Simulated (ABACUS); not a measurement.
Crystal: InAs.

```xyz
2
Lattice="-3.0180 0.0000 3.0180 0.0000 3.0180 3.0180 -3.0180 3.0180 0.0000" Properties=species:S:1:pos:R:3 pbc="T T T"
In    0.0000    0.0000    0.0000
As   -1.5090    1.5090    1.5090
```

Base run:

| Item | Value |
| --- | --- |
| Program | ABACUS 3.10.1 |
| Functional | revPBE |
| Potentials or basis | PseudoDojo NC SR 0.5 PBE stringent |
| Cutoff | 1429 eV |
| Density cutoff | 5714 eV |
| Basis | plane waves |
| k mesh | 6 × 6 × 6 |
| Occupations | fermi-dirac, width 0.05 eV |
| Spin | no spin polarisation |

Its results: band gap on the k mesh none (metal or under the smearing width); pressure 5.9 GPa.

**Question.** The run is repeated on the same cell with these changes: functional from revPBE to AM05. What comes out?

**Answer.** Band gap on the k mesh none (metal or under the smearing width); pressure 2.0 GPa.

AM05 binds more tightly than revPBE, so the same cell stands under less pressure.

Caveats: the potentials were made for another functional, which shifts forces and pressure; this crystal is a semiconductor, whose small gap the functional closes, so the metal is an error of the method.

Not every run made on this cell is shown here.
